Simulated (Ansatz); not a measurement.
# InP (F-43m) in Ansatz: settings compared

The runs below take InP through atomic charges, single point, with RPBE, HISS.

All numbers are computed with Ansatz 0.2.0; they aren't measurements. Logs are shortened: lines on timing, memory, paths and dates and some standing lists are left out, and cuts for length are marked.

**Experimental background.**

A printed reference work, data compilation reports, for a bulk crystal of InP at 1.6 K: band gap 1.4236 eV (direct).

The runs below are set against these values where they give the same quantity.

### 1 The crystal as given

Symmetry: F-43m, No. 216, cubic system. Conventional cell: a = 5.861 Å, b = 5.861 Å, c = 5.861 Å, α = 90.00°, β = 90.00°, γ = 90.00°. In (site symmetry -43m) has 4 P at 2.54 Å as nearest neighbours. P (site symmetry -43m) has 4 In at 2.54 Å as nearest neighbours.

### 2 Atomic charges, RPBE

input.yaml

```yaml
crystal:
  lattice: { a: 5.861, b: 5.861, c: 5.861, alpha: 90.0, beta: 90.0, gamma: 90.0 }
  space_group: 216
  reduce_to_primitive: true
  atoms:
    - { symbol: In, wyckoff: "4a", position: [0.0, 0.0, 0.0] }
    - { symbol: P, wyckoff: "4c", position: [0.25, 0.25, 0.25] }
hamiltonian:
  xc: rpbe
  pseudopotentials: { kind: paw, core: small }
kpoints:
  mp_grid: { grid: [8, 8, 8] }
scf:
  occupations: { method: fermi_dirac, width: 0.05 }
output:
  forces: true
  stress: true
  eigenvalues: true
  bader: true
  populations: true
```

Potentials or basis: Ansatz PAW.

Started as:

```console
$ ansatz run input.yaml --threads 1 --pin off --max-ram 2560MiB --backend cpu --events-out ev --progress --plain --runs-dir out
```

The log of the run:

```text
Warning: of In the run reads no dataset of the core that `hamiltonian.pseudopotentials.core` asks for: this build lists none beside the file that it uses, or the input names that file
Warning: RAYON_NUM_THREADS=1 ignored (pool sized by the plan → 1); use --threads N
crystal.space_group: 216 is read as F-43m: the typed cell holds In4P4 (In 4a, P 4c). Least distances (Å): In–In 4.144, In–P 2.538, P–P 4.144
crystal.space_group generates its sites in this order, which a site index counts, at these fractional coordinates of the primitive cell where crystal.reduce_to_primitive is true, and else of the cell that is read (crystal.supercell repeats the list replica by replica, and crystal.defects acts on that): 0: In [0.000000, 0.000000, 0.000000]; 1: P [0.250000, 0.250000, 0.250000];
Engine: ansatz 0.2.0, x86_64-unknown-linux-gnu
Pseudopotentials: kind: paw
Pseudopotential: In, paw, valence charge 13, recommended cutoff 420 eV (normal), In.paw.azcp
Pseudopotential: P, paw, valence charge 5, recommended cutoff 420 eV (normal), P.paw.azcp
Functional definition: RPBE
  parameter kappa = 0.804
  parameter beta = 0.06672455060314922
  exchange = rpbe_x(kappa = kappa, mu = beta*pi^2/3)
  correlation = pbe_c(beta = beta)
Crystal: 2 atoms, lattice volume = 50.333 Å³
Basis set: ecut = 420 eV, 941 PW (Γ), exchange–correlation on 60×60×60 points (8 copies of the dense FFT grid, shifted against one another)
Bands: 13, of which v1, the nominal top of the filled ones, is band 9 counted from 1 (8 counted from 0)
Symmetry: 24 space group operations
Space group: F-43m (ITA 216), of the structure as read, at distance tolerance 3.7e-5 Å
k-points: 29 of 512 (time reversal used)
Non-local potential: In, projectors of the file, l = 0: 2, l = 1: 2, l = 2: 2, l = 3: 2
Non-local potential: P, projectors of the file, l = 0: 2, l = 1: 2, l = 2: 2
PAW form: soft (Blöchl's): semilocal exchange-correlation on the pseudo side does not see the compensation charge
PAW frozen core: In, regenerated for the run's functional, and the local potential with it (the file was generated under x = pbe(κ = 0.804, μ = 0.2195149727645171), c = pbe(β = 0.06672455060314922))
PAW frozen core: P, regenerated for the run's functional, and the local potential with it (the file was generated under x = pbe(κ = 0.804, μ = 0.2195149727645171), c = pbe(β = 0.06672455060314922))
PAW one-centre angular grid: In, 590 points (default); XC on 64 Gauss nodes
PAW one-centre angular grid: P, 110 points (default); XC on 64 Gauss nodes
Initial density: superposition of atomic densities (neutral atoms: chi_scale 0, normalization atom), corrected by the library's trained network
Initial wavefunctions: pseudopotential atomic-orbital guess
Functional: x = rpbe, c = pbe(β = 0.06672455060314922)
SCF iter   1: F=—  HF=-6365.656622 eV  |F-HF|=—  |Δ(HF+E_count)|=         —  Δρ=3.33e-3  dr2=4.27e-3  ethr=1.77e-3  ⟨swp⟩=6.3  Hψ=2542  notcnv=0
preconditioner: auto → none  [insulator: Δε(μ)=0.843 eV  Ē_g=14.850 eV  σ=0.050 eV  W_gap=1.00  n_scr=14 (ndim 8)  ℏωp=22.2 eV  f_vac=0.021  D(μ)=0.00/eV (n_scr^D=0)  ε∞_Penn≈3.2]
SCF iter   2: F=—  HF=-6365.654481 eV  |F-HF|=—  |Δ(HF+E_count)|=   2.14e-3  Δρ=1.09e-3  dr2=7.72e-4  ethr=2.37e-5  ⟨swp⟩=2.0  Hψ=966  notcnv=0
SCF iter   3: F=—  HF=-6365.654248 eV  |F-HF|=—  |Δ(HF+E_count)|=   2.33e-4  Δρ=4.48e-4  dr2=7.17e-5  ethr=4.29e-6  ⟨swp⟩=2.2  Hψ=620  notcnv=0
SCF iter   4: F=—  HF=-6365.654278 eV  |F-HF|=—  |Δ(HF+E_count)|=   2.92e-5  Δρ=1.73e-4  dr2=1.16e-5  ethr=3.98e-7  ⟨swp⟩=2.0  Hψ=643  notcnv=0
SCF iter   5: F=—  HF=-6365.654275 eV  |F-HF|=—  |Δ(HF+E_count)|=   2.71e-6  Δρ=6.73e-5  dr2=1.77e-6  ethr=6.45e-8  ⟨swp⟩=3.0  Hψ=647  notcnv=0
SCF iter   6: F=-6365.654275 eV  HF=-6365.654275 eV  |F-HF|=6.32e-8  |Δ(HF+E_count)|=   3.91e-8  Δρ=5.58e-6  dr2=1.94e-8  ethr=5.56e-10  ⟨swp⟩=5.2  Hψ=2255  notcnv=0
SCF 1 converged in 6 iterations: F = -6365.654275 eV  dr2 = 1.94e-8
SCF converged after 6 iterations
Free energy (F): -6365.654275 eV
Harris-Foulkes:  -6365.654275 eV  (|F-HF|=6.32e-8)
Internal energy: -6365.654274 eV  (E = F + TS)
E sigma→0 (E₀):  -6365.654274 eV
Entropy (-TS):   -0.000001 eV (-0.001 meV/atom)
Fermi energy:    7.554064 eV
--- Per-component energies (eV) ---
  E_band       = -50.242128
  E_kinetic    = 313.740675
  E_local      = -1397.938757  (includes V_loc(G=0)·N_el)
  E_nonlocal   = 400.669387
  E_hartree    = 552.480707
  E_xc         = -277.235517
  E_vxc        = -159.492834  (∫ρ·V_xc dr)
  E_paw        = -4736.699317  (= ΣΔE_a)
  E_vpaw       = -312.180860  (= ΣTr[D̂ρ^β])
  E_aug_tail   = 0.000030  (compensation charges beyond the density's cutoff)
  E_ewald      = -1220.708286
  E_core_change = 0.036806  (= ΣΔE_core)
  E_smearing   = -0.000001  (= −TS)
  E_closure    = -0.000000  (closes the sum)
  Σ components = -6365.654275   (vs F -6365.654275, Δ=0.00e0)
--- Forces (eV/Å), atoms counted from 1 ---
  atom   1  In    -0.00000000    -0.00000000     0.00000000
  atom   2  P      0.00000000     0.00000000    -0.00000000
  max |Σ_I F_I| component: 4.63e-17 eV/Å
--- Stress (GPa, compression-positive) ---
        5.165968      -0.000000      -0.000000
        0.000000       5.165968      -0.000000
       -0.000000      -0.000000       5.165968
  P = ⅓ Tr σ = 5.1660 GPa (51.660 kbar)
--- Band table (eV; the first three rows and the last of 29) ---
  k-point 0: bands = ["-7.1085", "-7.1085", "-7.1085", "-6.9574", "-6.9574", "-4.3883", "7.0969", "7.0969", "7.0969", "7.9484", "11.2403", "11.2403", "11.2403"]
  k-point 1: bands = ["-7.1271", "-7.1010", "-7.1010", "-6.9573", "-6.9573", "-4.2106", "5.5996", "6.9130", "6.9130", "8.8541", "11.4167", "11.5155", "11.5155"]
  k-point 2: bands = ["-7.1698", "-7.0853", "-7.0853", "-6.9547", "-6.9547", "-3.7146", "3.7021", "6.5449", "6.5449", "8.9981", "11.9378", "11.9378", "12.5260"]
  k-point 28: bands = ["-7.2591", "-7.0482", "-7.0130", "-6.9773", "-6.9423", "-1.9485", "1.5461", "4.1797", "4.2254", "11.4816", "11.5211", "12.7576", "13.4182"]
--- Löwdin populations: 2 sites ---
  site symbol       q [e]
     0     In     12.6713
     1      P      5.2832
  spilling = 0.002524 (of n_electrons = 18.000000)
--- Bader charges: 2 sites ---
  site symbol  charge [e]  shift [e]
     0     In      0.9282     0.0033
     1      P     -0.9282     0.0033
  estimated error of the sums over rays = 2.0e-4 e
```

bader_charges.tsv:

```text
# site	symbol	x_ang	y_ang	z_ang	partial_charge_e	electrons	volume_ang3	relative_density_drop	shared_charge_e	partial_wave_shift_e
# quadrature_error_electrons = 2.0e-4
0	In	0.0000	0.0000	0.0000	0.92820	48.07180	21.47	-	0.92820	0.00335
1	P	1.4653	1.4653	1.4653	-0.92820	15.92820	28.87	-	-0.92820	0.00335
```

populations.tsv:

```text
# site	symbol	l	j	q
# orbitals = lowdin
# n_electrons = 18.000000
# spilling = 0.002524
0	In	0_5S	-	1.018211
0	In	1_5P	-	1.673464
0	In	2_4D	-	9.979648
1	P	0_3S	-	1.404971
1	P	1_3P	-	3.878273
```

Wall time 16 s (1 thread of Intel Xeon 6975P-C (Granite Rapids), shared host); peak memory 0.44 GiB.

Results:

| Quantity | Value |
| --- | --- |
| Free energy | -6365.6543 eV |
| Pressure | 5.2 GPa |
| Band gap on the k mesh | 0.85 eV, direct |
| Bader charges | In +0.93; P -0.93 e |

Caveat: spin-orbit coupling is left out, which moves the levels of the heavy elements; the PAW data sets come from PBE, with cores solved anew for the run's functional, which leaves a small shift of forces and pressure.

### 3 Single point, HISS

input.yaml

```yaml
crystal:
  lattice: { a: 5.861, b: 5.861, c: 5.861, alpha: 90.0, beta: 90.0, gamma: 90.0 }
  space_group: 216
  reduce_to_primitive: true
  atoms:
    - { symbol: In, wyckoff: "4a", position: [0.0, 0.0, 0.0] }
    - { symbol: P, wyckoff: "4c", position: [0.25, 0.25, 0.25] }
hamiltonian:
  xc: hiss
  pseudopotentials: { kind: paw, partial_waves: polarizable }
kpoints:
  mp_grid: { grid: [5, 5, 5] }
scf:
  occupations: { method: gaussian, width: 0.025 }
  exx: { singularity: none }
output:
  forces: true
  stress: true
  eigenvalues: true
```

Potentials or basis: Ansatz PAW polarizable.

Started as:

```console
$ ansatz run input.yaml --threads 1 --pin off --max-ram 2560MiB --backend cpu --events-out ev --progress --plain --runs-dir out
```

The log of the run:

```text
Warning: output.stress: scf.convergence.dr2_threshold = 1e-7 eV (the SCF's general default) is looser than the 2e-10 eV advised for a printed stress (1e-10 eV for each atom of the cell: 2). What an SCF threshold leaves in a stress goes as its square root, and in the free energy as the threshold itself, and one threshold admits the most on a small cell: of the crystals measured, under no hybrid functional and no lock of the moments, on runs that ended without the residual-converged pass, on stresses that held no estimate of that error, the worst erred by over 100 MPa in a component at 1e-7 eV an atom and by under 5 at 1e-10. Set scf.convergence.dr2_threshold to 2e-10 eV or tighter. The threshold is an SCF's pass mark: one that does not reach it within its budget of iterations ends unconverged, or closes short of it on a stop that the run arms, and scf.convergence.dr2_threshold's page says what that costs each kind of run
Warning: output.stress: scf.exx.energy_threshold = 1e-6 eV is looser than the 2e-8 eV advised for a stress under a hybrid functional (1e-8 eV for each atom of the cell: 2). Every SCF of the exchange loop can meet its threshold on dr2 while the loop round them stops early: no threshold on dr2 bounds what that leaves in the stress. Set scf.exx.energy_threshold to 2e-8 eV or tighter. The threshold is the loop's pass mark: a loop that does not reach it within its budget of cycles ends unconverged, and scf.exx.energy_threshold's page has the law
Warning: RAYON_NUM_THREADS=1 ignored (pool sized by the plan → 1); use --threads N
crystal.space_group: 216 is read as F-43m: the typed cell holds In4P4 (In 4a, P 4c). Least distances (Å): In–In 4.144, In–P 2.538, P–P 4.144
crystal.space_group generates its sites in this order, which a site index counts, at these fractional coordinates of the primitive cell where crystal.reduce_to_primitive is true, and else of the cell that is read (crystal.supercell repeats the list replica by replica, and crystal.defects acts on that): 0: In [0.000000, 0.000000, 0.000000]; 1: P [0.250000, 0.250000, 0.250000];
[... 4 set-up lines as earlier in the session ...]
Functional definition: HISS
  parameter a = 0.6
  parameter omega_sr = 0.84/bohr
  parameter omega_lr = 0.20/bohr
  exchange = wpbe_x - a*(pbe_x_sr(omega_lr) - pbe_x_sr(omega_sr)) + a*(exact_x_sr(omega_lr) - exact_x_sr(omega_sr))
  correlation = pbe_c
Crystal: 2 atoms, lattice volume = 50.333 Å³
Basis set: ecut = 420 eV, 941 PW (Γ), exchange–correlation on 60×60×60 points (8 copies of the dense FFT grid, shifted against one another)
Bands: 13, of which v1, the nominal top of the filled ones, is band 9 counted from 1 (8 counted from 0)
[... 2 set-up lines as earlier in the session ...]
k-points: 10 of 125 (time reversal used)
[... 9 set-up lines as earlier in the session ...]
Functional: x = wpbeh, c = pbe(β = 0.06672455060314922), warm-up for x = wpbeh + 0.6 (exact − pbe) at middle range (ω = 1.5873699446856468 to 0.37794522492515403 Å⁻¹), c = pbe(β = 0.06672455060314922)
Partial waves of P: polarizable
Partial waves of In: polarizable
SCF iter   1: F=—  HF=-6351.662851 eV  |F-HF|=—  |Δ(HF+E_count)|=         —  Δρ=1.95e-3  dr2=3.34e-3  ethr=1.77e-3  ⟨swp⟩=8.5  Hψ=623  notcnv=0
preconditioner: auto → none  [insulator: Δε(μ)=0.641 eV  Ē_g=14.805 eV  σ=0.025 eV  W_gap=1.00  n_scr=14 (ndim 8)  ℏωp=22.2 eV  f_vac=0.021  D(μ)=0.00/eV (n_scr^D=0)]
iter 2 solved again at ethr=1.38e-6 eV; its pass at ethr=1.86e-5 eV (dr2=2.49e-4 eV) is discarded
SCF iter   2: F=—  HF=-6351.662155 eV  |F-HF|=—  |Δ(HF+E_count)|=   6.97e-4  Δρ=6.68e-4  dr2=2.54e-4  ethr=1.38e-6  ⟨swp⟩=2.3  Hψ=647  notcnv=0
SCF iter   3: F=-6351.662136 eV  HF=-6351.662119 eV  |F-HF|=1.69e-5  |Δ(HF+E_count)|=   3.54e-5  Δρ=2.79e-4  dr2=3.74e-5  ethr=1.38e-6  ⟨swp⟩=2.7  Hψ=232  notcnv=0
SCF 1 stopped early in 3 iterations: F = -6351.662136 eV  dr2 = 3.74e-5
Initial density: handed on by an earlier stage of this run
Initial wavefunctions: those handed on with the density
Functional: x = wpbeh + 0.6 (exact − pbe) at middle range (ω = 1.5873699446856468 to 0.37794522492515403 Å⁻¹), c = pbe(β = 0.06672455060314922)
[... 13 lines left out ...]
hybrid outer 1: dexx = +1.856e-2 eV, tail = 3.01e-5 eV
Exchange kernel: α = 0.0000 at short range, 0.6000 at middle range (ω = 1.5874, 0.3779 Å⁻¹), several ranges, finite q→0 limit: no correction, no radius, q-mesh 5×5×5, nearest image of the exchange supercell L = 20.72 Å, pair-density grid 18×18×18, without the augmentation charges, whose exchange is taken in its separable form by FFT convolution over the k-point mesh (sized by the pseudopotential files, 24×24×24 at the most), smooth part of the exact exchange by density-matrix convolution
Frozen-core exchange: fock
Partial waves of P: polarizable
Partial waves of In: polarizable
SCF iter   1: F=—  HF=-6355.102145 eV  |F-HF|=—  |Δ(HF+E_count)|=         —  Δρ=3.80e-5  dr2=7.12e-7  ethr=8.35e-7  ⟨swp⟩=5.2  Hψ=343  notcnv=0
preconditioner: auto → none  [insulator: Δε(μ)=1.895 eV  Ē_g=17.678 eV  σ=0.025 eV  W_gap=1.00  n_scr=14 (ndim 8)  ℏωp=22.2 eV  f_vac=0.018  D(μ)=0.00/eV (n_scr^D=0)]
SCF iter   2: F=—  HF=-6355.102147 eV  |F-HF|=—  |Δ(HF+E_count)|=   1.40e-6  Δρ=2.17e-5  dr2=1.88e-7  ethr=3.04e-9  ⟨swp⟩=4.6  Hψ=359  notcnv=0
SCF iter   3: F=—  HF=-6355.102146 eV  |F-HF|=—  |Δ(HF+E_count)|=   5.40e-8  Δρ=8.31e-6  dr2=2.46e-8  ethr=7.97e-10  ⟨swp⟩=2.3  Hψ=233  notcnv=0  defer=2
SCF iter   4: F=-6355.102147 eV  HF=-6355.102147 eV  |F-HF|=1.43e-9  |Δ(HF+E_count)|=   6.37e-8  Δρ=2.28e-6  dr2=2.80e-9  ethr=9.10e-11  ⟨swp⟩=4.2  Hψ=407  notcnv=0
SCF 3 converged in 4 iterations: F = -6355.102147 eV  dr2 = 2.80e-9
  Residual-converged pass: ⟨swp⟩=3.0  Hψ=278  notcnv=0  max |occ|·‖R‖ = 2.4e-6 eV (tolerance 2.4e-6 eV)  dr2=2.81e-9  dr2_onsite=1.17e-10  max |Δocc| = 0.0e0
hybrid outer 2: dexx = +1.156e-6 eV, tail = 1.85e-8 eV, Δε = 2.42e-3 eV (about 7.98e-5 eV left of the loop's levels)
hybrid SCF converged: 2 outer / 10 inner (+3 warm-up), last move |dexx| = 1.16e-6 eV, tail = 1.85e-8 eV
Stability not checked: this state was not tested for a lower state beside it, because the functional holds exact exchange (a hybrid, or Hartree-Fock), whose exchange loop this test does not read (fock_operator; see scf.lower_state_search)
Free energy (F): -6355.102147 eV
Frozen-core exchange: fock
Harris-Foulkes:  -6355.102147 eV  (|F-HF|=1.43e-9)
Internal energy: -6355.102147 eV  (E = F + TS)
E sigma→0 (E₀):  -6355.102147 eV
Fermi energy:    7.300950 eV
--- Per-component energies (eV) ---
  E_band       = -94.025713
  E_kinetic    = 314.242254
  E_local      = -1400.256059  (includes V_loc(G=0)·N_el)
  E_nonlocal   = 399.925006
  E_hartree    = 554.184247
  E_xc         = -212.134000
  E_vxc        = -121.592717  (∫ρ·V_xc dr)
  E_exx        = -49.774395  (= α·E_x^exact, valence–valence)
  E_paw        = -4742.785039  (= ΣΔE_a)
  E_vpaw       = -295.163222  (= ΣTr[D̂ρ^β])
  E_aug_tail   = 0.000030  (compensation charges beyond the density's cutoff)
  E_ewald      = -1220.708286
  E_core_change = 2.204095  (= ΣΔE_core)
  E_smearing   = -0.000000  (= −TS)
  E_closure    = -0.000000  (closes the sum)
  Σ components = -6355.102147   (vs F -6355.102147, Δ=9.09e-13)
--- Forces (eV/Å), atoms counted from 1 ---
  atom   1  In    -0.00000000    -0.00000000     0.00000000
  atom   2  P      0.00000000     0.00000000    -0.00000000
  max |Σ_I F_I| component: 8.33e-17 eV/Å
--- Stress (GPa, compression-positive) ---
        0.121372      -0.000000      -0.000000
       -0.000000       0.121372      -0.000000
       -0.000000      -0.000000       0.121372
  P = ⅓ Tr σ = 0.1214 GPa (1.214 kbar)
--- Band table (eV; the first three rows and the last of 10) ---
  k-point 0: bands = ["-10.3159", "-10.3159", "-10.3159", "-10.1344", "-10.1344", "-7.2952", "6.3530", "6.3530", "6.3530", "8.2486", "11.6195", "11.6195", "11.6195"]
  k-point 1: bands = ["-10.3676", "-10.2969", "-10.2969", "-10.1334", "-10.1334", "-6.7572", "3.4575", "5.8992", "5.8992", "9.3395", "12.2458", "12.2458", "12.3592"]
  k-point 2: bands = ["-10.4427", "-10.2735", "-10.2735", "-10.1238", "-10.1238", "-5.5375", "0.4033", "5.3311", "5.3311", "9.0170", "12.4130", "12.4130", "14.5140"]
  k-point 9: bands = ["-10.4870", "-10.2465", "-10.2171", "-10.1564", "-10.1171", "-4.6722", "0.3009", "2.9245", "3.8256", "11.2782", "11.7451", "12.7026", "15.6072"]
```

Wall time 28 s (1 thread of Intel Xeon 6975P-C (Granite Rapids), shared host); peak memory 1.3 GiB.

Results:

```yaml
Free_energy: -6355.1021 eV
Pressure: 0.1 GPa
Band_gap_on_the_k_mesh: 1.90 eV, direct
```

Caveat: odd divisions of the mesh miss points on the zone boundary, where band edges often lie, so the gap on the mesh can be too wide; spin-orbit coupling is left out, which moves the levels of the heavy elements; the PAW data sets come from PBE, with cores solved anew for the run's functional, which leaves a small shift of forces and pressure; the thresholds are loose for stress.

### 4 How close it comes

Step 2. Measured gap of InP: 1.4236 eV (direct; 1.6 K; a printed reference work, data compilation). This calculation gives 0.85 eV (-0.57 eV). Spin-orbit coupling on In is left out. The value is that of RPBE, without temperature or zero-point motion. Semilocal functionals fall short of measured gaps as a rule.

Step 3. Against the measured gap of InP, 1.4236 eV (direct; 1.6 K; a printed reference work, data compilation), the calculated 1.90 eV is off by +0.47 eV. Spin-orbit coupling on In is left out. The value is that of HISS, without temperature or zero-point motion.
